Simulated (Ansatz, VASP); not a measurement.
# GaN (GaN (P6_3mc)): VASP beside Ansatz

Aim: how closely do two programs agree when they are given the same cell, functional and k mesh? The cell is taken from a series of runs on this material, whose earlier steps may have relaxed, scaled, displaced or heated it; both programs get it as it stands.

Method: plane waves, with VASP 6.6.1 beside it; single point at HSE06, in Ansatz 0.2.0.

### 1. Starting point

The structure is orthorhombic, space group Cmc2_1 (No. 36). The conventional cell has a = 3.183 Å, b = 5.513 Å, c = 5.185 Å, α = 90.00°, β = 90.00°, γ = 90.00°. Nearest to Ga lie 4 N at 1.94 to 1.96 Å. N has 4 Ga at 1.94 to 1.96 Å nearest. Farther neighbours and most contacts between anions are not listed.

Coordinates:

```
Ga N
1.0
     6.36572    0.00000    0.00000
    -3.18286    5.51288    0.00000
     0.00000    0.00000    5.18546
Ga N
8 8
Cartesian
  1.6010 0.9130 2.5863
  -0.0098 1.8431 5.1790
  0.0096 3.6695 2.5863
  -1.6012 4.5995 5.1790
  4.7839 0.9130 2.5863
  3.1731 1.8431 5.1790
  3.1925 3.6695 2.5863
  1.5816 4.5995 5.1790
  1.5839 0.9234 4.5437
  0.0077 1.8334 1.9510
  -0.0075 3.6798 4.5437
  -1.5837 4.5898 1.9510
  4.7668 0.9234 4.5437
  3.1906 1.8334 1.9510
  3.1753 3.6798 4.5437
  1.5991 4.5898 1.9510
```

### 2. VASP: single point, HSE06

With cell and atoms fixed, the geometry can't cause a difference; cores, projectors, grids and the points listed under the comparison can.

Lines of VASP's logs that name or quote its potential files are left out, and so is its time.

The run reads the wave functions of an earlier VASP run, which isn't shown here.

INCAR reads:

```
SYSTEM = GaN
PREC = Accurate
ENCUT = 520
EDIFF = 1E-06
NELM = 100
ISMEAR = 0
SIGMA = 0.01
LREAL = .FALSE.
ALGO = Normal
LHFCALC = .TRUE.
AEXX = 0.25
GGA = PE
HFSCREEN = 0.208
LASPH = .TRUE.
NBANDS = 89
PRECFOCK = Fast
LORBIT = 11
LWAVE = .FALSE.
LCHARG = .FALSE.
ISIF = 2
ISYM = 0
```

POSCAR reads:

```
GaN
1.0
    6.3657235936      0.0000000000      0.0000000000
   -3.1828617968      5.5128783455      0.0000000000
    0.0000000000      0.0000000000      5.1854617800
Ga N
8 8
Direct
    0.3343202525      0.1656195244      0.4987539425
    0.1656195244      0.3343202525      0.9987539425
    0.3343202525      0.6656195244      0.4987539425
    0.1656195244      0.8343202525      0.9987539425
    0.8343202525      0.1656195244      0.4987539425
    0.6656195244      0.3343202525      0.9987539425
    0.8343202525      0.6656195244      0.4987539425
    0.6656195244      0.8343202525      0.9987539425
    0.3325653574      0.1674948657      0.8762460575
    0.1674948657      0.3325653574      0.3762460575
    0.3325653574      0.6674948657      0.8762460575
    0.1674948657      0.8325653574      0.3762460575
    0.8325653574      0.1674948657      0.8762460575
    0.6674948657      0.3325653574      0.3762460575
    0.8325653574      0.6674948657      0.8762460575
    0.6674948657      0.8325653574      0.3762460575
```

KPOINTS reads:

```
Automatic mesh
0
Gamma
1 1 2
0.25 0.25 0.25
```

The projector-augmented-wave data sets are Ga_d and N (PBE family, release 64).

Command:

```console
$ export OMP_NUM_THREADS=3
$ mpirun -np 1 vasp_std
```

Numbers of over 12 decimals in the logs are rounded to 6 here.

Output:

```text
[banner, memory and clock lines left out]
running    1 mpi-ranks, on    1 nodes
 distrk:  each k-point on    1 cores,    1 groups
 distr:  one band on    1 cores,    1 groups
 Offloading initialized ...    1 GPUs detected
 POSCAR found type information on POSCAR GaN
 POSCAR found :  2 types and      16 ions
 LDA part: xc-table for (Slater+PW92), standard interpolation
|                                                                             |
|           W    W    AA    RRRRR   N    N  II  N    N   GGGG   !!!           |
|           W    W   A  A   R    R  NN   N  II  NN   N  G    G  !!!           |
|           W    W  A    A  R    R  N N  N  II  N N  N  G       !!!           |
|           W WW W  AAAAAA  RRRRR   N  N N  II  N  N N  G  GGG   !            |
|           WW  WW  A    A  R   R   N   NN  II  N   NN  G    G                |
|           W    W  A    A  R    R  N    N  II  N    N   GGGG   !!!           |
|                                                                             |
|     Your generating k-point grid is not commensurate with the symmetry      |
|     of the lattice. This can cause slow convergence with respect to         |
|     k-points for HF-type calculations.                                      |
|     Suggested SOLUTIONS:                                                    |
|      ) If not already the case, use automatic k-point generation,           |
|      ) and/or shift your grid to Gamma (G) (e.g. required for               |
|        hexagonal, fcc, and fcc-orthorhombic lattices).                      |
|      ) and/or set KBLOWUP = .FALSE.                                         |
|                                                                             |

 found WAVECAR, reading the header
 POSCAR, INCAR and KPOINTS ok, starting setup
 FFT: planning ... GRIDC
 FFT: planning ... GRID_SOFT
 FFT: planning ... GRID
 reading WAVECAR
 the WAVECAR file was read successfully
 initial charge from wavefunction
 entering main loop
       N       E                     dE             d eps       ncg     rms          rms(c)
DAV:   1    -0.120206413566E+03   -0.12021E+03   -0.45196E+00  2974   0.330E+01    0.147E+00
DAV:   2    -0.120230395014E+03   -0.23981E-01   -0.99004E-01  2778   0.883E+00    0.104E+00
DAV:   3    -0.120234076098E+03   -0.36811E-02   -0.17975E-01  2976   0.255E+00    0.786E-01
DAV:   4    -0.120233331097E+03    0.74500E-03   -0.22928E-02  2936   0.797E-01    0.408E-01
DAV:   5    -0.120232227692E+03    0.11034E-02   -0.16105E-03  2960   0.280E-01    0.220E-01
DAV:   6    -0.120231824378E+03    0.40331E-03   -0.38664E-04  2544   0.193E-01    0.123E-01
DAV:   7    -0.120231677657E+03    0.14672E-03   -0.12208E-04  2400   0.140E-01    0.698E-02
DAV:   8    -0.120231628229E+03    0.49428E-04   -0.57507E-05  2544   0.821E-02    0.403E-02
DAV:   9    -0.120231611441E+03    0.16788E-04   -0.26391E-05  2712   0.632E-02    0.239E-02
DAV:  10    -0.120231605438E+03    0.60028E-05   -0.90567E-06  2392   0.379E-02    0.149E-02
DAV:  11    -0.120231603189E+03    0.22492E-05   -0.45128E-06  2000   0.253E-02    0.983E-03
DAV:  12    -0.120231602238E+03    0.95077E-06   -0.18194E-06  1264   0.202E-02
   1 F= -.12023160E+03 E0= -.12023160E+03  d E =-.865094E-27
```

From OUTCAR (step 2):

```text
ion  position               nearest neighbor table
   1  0.334  0.166  0.499-  12 1.94  14 1.94  10 1.95   9 1.96
   2  0.166  0.334  0.999-  13 1.94  11 1.94   9 1.95  10 1.96
   3  0.334  0.666  0.499-  10 1.94  16 1.94  12 1.95  11 1.96
   4  0.166  0.834  0.999-  15 1.94   9 1.94  11 1.95  12 1.96
   5  0.834  0.166  0.499-  16 1.94  10 1.94  14 1.95  13 1.96
   6  0.666  0.334  0.999-   9 1.94  15 1.94  13 1.95  14 1.96
   7  0.834  0.666  0.499-  14 1.94  12 1.94  16 1.95  15 1.96
   8  0.666  0.834  0.999-  11 1.94  13 1.94  15 1.95  16 1.96
   9  0.333  0.167  0.876-   6 1.94   4 1.94   2 1.95   1 1.96
  10  0.167  0.333  0.376-   3 1.94   5 1.94   1 1.95   2 1.96
  11  0.333  0.667  0.876-   8 1.94   2 1.94   4 1.95   3 1.96
  12  0.167  0.833  0.376-   1 1.94   7 1.94   3 1.95   4 1.96
  13  0.833  0.167  0.876-   2 1.94   8 1.94   6 1.95   5 1.96
  14  0.667  0.333  0.376-   7 1.94   1 1.94   5 1.95   6 1.96
  15  0.833  0.667  0.876-   4 1.94   6 1.94   8 1.95   7 1.96
  16  0.667  0.833  0.376-   5 1.94   3 1.94   7 1.95   8 1.96

 Found     12 irreducible k-points:

   k-points           NKPTS =     12   k-points in BZ     NKDIM =     24   number of bands    NBANDS=     89

   dimension x,y,z NGX =    48 NGY =   48 NGZ =   40
   dimension x,y,z NGXF=    96 NGYF=   96 NGZF=   80

   ENCUT  =  520.0 eV  38.22 Ry    6.18 a.u.  11.84 11.84  9.64*2*pi/ulx,y,z

   NELECT =     144.0000    total number of electrons

 k-points in reciprocal lattice and weights: Automatic mesh
   0.25000000  0.25000000  0.12500000       0.083
  -0.25000000  0.50000000  0.12500000       0.083
   0.50000000  0.25000000  0.12500000       0.083
  -0.25000000 -0.25000000  0.12500000       0.083
   0.25000000  0.50000000  0.12500000       0.083
   0.50000000 -0.25000000  0.12500000       0.083
   0.25000000  0.25000000 -0.37500000       0.083
  -0.25000000  0.50000000 -0.37500000       0.083
   0.50000000  0.25000000 -0.37500000       0.083
  -0.25000000 -0.25000000 -0.37500000       0.083
   0.25000000  0.50000000 -0.37500000       0.083
   0.50000000 -0.25000000 -0.37500000       0.083

  exchange ACFDT corr.  =         0.00000000  see jH, gK, PRB 81, 115126

 average (electrostatic) potential at core
       1 -56.4092       2 -56.4092       3 -56.4090       4 -56.4092       5 -56.4091
       6 -56.4091       7 -56.4090       8 -56.4091       9 -57.1237      10 -57.1237
      11 -57.1237      12 -57.1237      13 -57.1237      14 -57.1237      15 -57.1237
      16 -57.1237

 E-fermi :   3.9336

 k-point     1 :       0.2500    0.2500    0.1250
  band No.  band energies     occupation
    ...
     68       3.1090      2.00000
     69       3.2951      2.00000
     70       3.2951      2.00000
     71       3.7989      2.00000
     72       3.8591      2.00000
     73      10.0220      0.00000
     74      11.0852      0.00000
     75      11.0852      0.00000
     76      11.2004      0.00000
     77      12.3136      0.00000
    ...

 k-point     2 :      -0.2500    0.5000    0.1250
  band No.  band energies     occupation
    ...
     68       3.1166      2.00000
     69       3.2862      2.00000
     70       3.2958      2.00000
     71       3.7886      2.00000
     72       3.8578      2.00000
     73      10.0106      0.00000
     74      11.0837      0.00000
     75      11.0947      0.00000
     76      11.1699      0.00000
     77      12.3274      0.00000
    ...

 k-point     3 :       0.5000    0.2500    0.1250
  band No.  band energies     occupation
    ...
     68       3.1164      2.00000
     69       3.2853      2.00000
     70       3.2959      2.00000
     71       3.7884      2.00000
     72       3.8579      2.00000
     73      10.0106      0.00000
     74      11.0837      0.00000
     75      11.0948      0.00000
     76      11.1699      0.00000
     77      12.3274      0.00000
    ...

  Total       -4.3316354     -0.0881471      0.7372432      3.6750397      0.0146459      0.0084547
  in kB      -38.1372044     -0.7760773      6.4909420     32.3563105      0.1289474      0.0744381
  external PRESSURE =     -10.8074466 kB  Pullay stress =       0.0000000 kB

  energy-cutoff  :      520.00
  volume of cell :      181.98
      direct lattice vectors                 reciprocal lattice vectors
     6.365723594  0.000000000  0.000000000     0.157091332  0.090696723 -0.000000000
    -3.182861797  5.512878345  0.000000000     0.000000000  0.181393446  0.000000000
     0.000000000  0.000000000  5.185461780     0.000000000 -0.000000000  0.192846856

 POSITION                                       TOTAL-FORCE (eV/Angst)
 -----------------------------------------------------------------------------------
      1.60105      0.91304      2.58627        -0.049838      0.034628     -0.012215
     -0.00981      1.84307      5.17900         0.054877     -0.025859     -0.012184
      0.00962      3.66948      2.58627        -0.049824      0.034593     -0.012222
     -1.60124      4.59951      5.17900         0.054926     -0.025833     -0.012174
      4.78391      0.91304      2.58627        -0.049812      0.034624     -0.012217
      3.17305      1.84307      5.17900         0.054903     -0.025907     -0.012185
      3.19248      3.66948      2.58627        -0.049824      0.034611     -0.012189
      1.58162      4.59951      5.17900         0.054852     -0.025815     -0.012181
      1.58391      0.92338      4.54374         0.003773     -0.008041      0.012190
      0.00772      1.83339      1.95101        -0.008833     -0.000778      0.012180
     -0.00752      3.67982      4.54374         0.003778     -0.008016      0.012237
     -1.58371      4.58983      1.95101        -0.008838     -0.000682      0.012166
      4.76677      0.92338      4.54374         0.003790     -0.008041      0.012193
      3.19058      1.83339      1.95101        -0.008855     -0.000792      0.012200
      3.17534      3.67982      4.54374         0.003785     -0.008002      0.012242
      1.59915      4.58983      1.95101        -0.008858     -0.000691      0.012159
 -----------------------------------------------------------------------------------
    total drift:                               -0.000067     -0.000086     -0.003932

  FREE ENERGIE OF THE ION-ELECTRON SYSTEM (eV)
  ---------------------------------------------------
  free  energy   TOTEN  =      -120.2316022381 eV

  energy  without entropy=     -120.2316022381  energy(sigma->0) =     -120.23160224

 total charge
# of ion       s       p       d       tot
------------------------------------------
    1        0.764   0.893  10.201  11.858
    2        0.764   0.893  10.201  11.858
    3        0.764   0.893  10.201  11.858
    4        0.764   0.893  10.201  11.858
    5        0.764   0.893  10.201  11.858
    6        0.764   0.893  10.201  11.858
    7        0.764   0.893  10.201  11.858
    8        0.764   0.893  10.201  11.858
    9        1.231   2.524   0.000   3.755
   10        1.231   2.524   0.000   3.755
   11        1.231   2.524   0.000   3.755
   12        1.231   2.524   0.000   3.755
   13        1.231   2.524   0.000   3.755
   14        1.231   2.524   0.000   3.755
   15        1.231   2.524   0.000   3.755
   16        1.231   2.524   0.000   3.755
--------------------------------------------------
tot         15.961  27.336  81.605 124.901

[... 3 further parts left out ...]
```

The run ends at a pressure of -1.08 GPa, with forces up to 0.062 eV/Å.

(Part 1 of 2 ends here.)

[Lines on the potential files, build, host, timing and source positions are cut from VASP's logs without a mark.]

[Logs are printed without paths, hosts, clocks, repeated set-up lines and the standing remarks that a program may print on its own settings, such as how far it seeks lower states.]

[Hosts, paths, dates, database ids (printed as entryN), source tags and the programs' standing remarks are cut or masked in the printed files.]
